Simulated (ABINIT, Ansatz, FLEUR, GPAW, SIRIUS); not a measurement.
**ZnS: band gap by level of theory**

```yaml
crystal:
  lattice:
    - [0.00000, 2.70200, 2.70200]
    - [2.70200, 0.00000, 2.70200]
    - [2.70200, 2.70200, 0.00000]
  atoms:
    - { symbol: Zn, position: [0.75000, 0.75000, 0.75000] }
    - { symbol: S, position: [0.00000, 0.00000, 0.00000] }
```

```csv
rung,level,program and potentials,cutoff (eV),k mesh,task,core time,chip,band gap (eV),miss (eV),notes
GGA,PBEsol,"Ansatz, PAW datasets made for the crystal",280,6 × 6 × 6,single point,4.9 s,AMD EPYC 7R13 Zen 3,1.97,-1.88,9 valence electrons an atom on average
GGA,AM05,"GPAW, PAW data sets generated for this functional",510,6 × 6 × 6,electron localisation function,8.2 s,AMD EPYC 7B13 Zen 3,2.09,-1.76,9 valence electrons an atom on average
GGA,PBEsol,"Ansatz, Ansatz PAW (files of its older set among them)",660,9 × 9 × 9,band structure,12 s,Intel Xeon,1.98,-1.87,"potentials made for PBE, which Ansatz adapts in part; 13 valence electrons an atom on average"
LDA,LDA,"Ansatz, all-electron LAPW, scalar-relativistic",-,9 × 9 × 9,band structure,15 s,AMD EPYC 7R43 Zen 3,1.86,-1.99,-
GGA,PBEsol,"Ansatz, JTH PAW",1080,9 × 9 × 9,band structure,16 s,Intel Xeon,(a),?,potentials made for PBE; 9 valence electrons an atom on average
non-local van der Waals functional,C09-vdW,"GPAW, GPAW PAW data sets (gpaw-data 1.2.1)",600,7 × 7 × 7,band structure,27 s,Intel Xeon Platinum 8488C Sapphire Rapids,2.07,-1.78,potentials made for PBE; 9 valence electrons an atom on average
non-local van der Waals functional,vdW-DF,"GPAW, GPAW PAW data sets (gpaw-data 1.2.1)",600,7 × 7 × 7,band structure,30 s,Intel Xeon Platinum 8488C Sapphire Rapids,2.31,-1.54,potentials made for PBE; 9 valence electrons an atom on average
GGA,BP86,"GPAW, PAW data sets generated for this functional",600,7 × 7 × 7,band structure,40 s,Intel Xeon Platinum 8488C Sapphire Rapids,2.05,-1.80,9 valence electrons an atom on average
non-local van der Waals functional,optB88-vdW,"GPAW, GPAW PAW data sets (gpaw-data 1.2.1)",600,7 × 7 × 7,band structure,70 s,Arm Neoverse V1,2.12,-1.73,potentials made for PBE; 9 valence electrons an atom on average
meta-GGA,rSCAN,"GPAW, GPAW PAW data sets (gpaw-data 1.2.1)",600,7 × 7 × 7,band structure,75 s,INTEL XEON PLATINUM 8581C Emerald Rapids,2.65,-1.20,potentials made for PBE; 9 valence electrons an atom on average
GGA,PBE,"ABINIT, SPMS NC PBE v1.0",925,9 × 9 × 9,band structure,2.2 min,Arm Neoverse V2,2.11,-1.74,13 valence electrons an atom on average
meta-GGA,r4SCAN,"GPAW, GPAW PAW data sets (gpaw-data 1.2.1)",600,7 × 7 × 7,band structure,2.2 min,Arm Neoverse V2,2.61,-1.24,potentials made for PBE; 9 valence electrons an atom on average
LDA,LDA,"FLEUR, all-electron, FLAPW",-,9 × 9 × 9,band structure,2.3 min,Intel Xeon Platinum 8223CL Skylake/Cascade Lake,1.86,-1.99,-
meta-GGA,M06-L,"GPAW, GPAW PAW data sets (gpaw-data 1.2.1)",600,7 × 7 × 7,band structure,3.2 min,Arm Neoverse V2,2.47,-1.38,potentials made for PBE; 9 valence electrons an atom on average
GGA,PBEsol,"SIRIUS, PseudoDojo 0.4.1 PBE standard (scalar relativistic)",1152,4 × 4 × 4,band structure,3.3 min,Intel Xeon Platinum 8488C Sapphire Rapids,1.93,-1.92,coarse mesh; potentials made for PBE; 13 valence electrons an atom on average
LDA,LDA,"SIRIUS, PseudoDojo 0.4.1 PBE standard (scalar relativistic)",1152,4 × 4 × 4,band structure,3.5 min,Intel Xeon Platinum 8488C Sapphire Rapids,1.73,-2.12,coarse mesh; potentials made for PBE; 13 valence electrons an atom on average
```

Times are single runs on shared hosts and different chips, so they are rough; meshes, cutoffs and the tasks' sizes weigh on the time. All rows: no spin polarisation. Gaps are the least found on the k mesh or the band path, and a mesh can miss the band edges. The cell comes from a database and isn't always the measured one. Meshes differ between rows, which moves values too. All levels ran on this one cell, unrelaxed unless noted. Meshes are those of the run's cell of 2 atoms unless a note names another. Misses use the values as printed. Runs on faulty files, with rough fits or with known faults for this quantity aren't shown. No row holds spin-orbit coupling.

Measured: 3.85 eV at 19 K (arxiv:0911.5022). The runs are for a static lattice.

**Question.** Estimate the value left out from the other rows.

**Answer.** (a) 1.96 eV, miss -1.89.
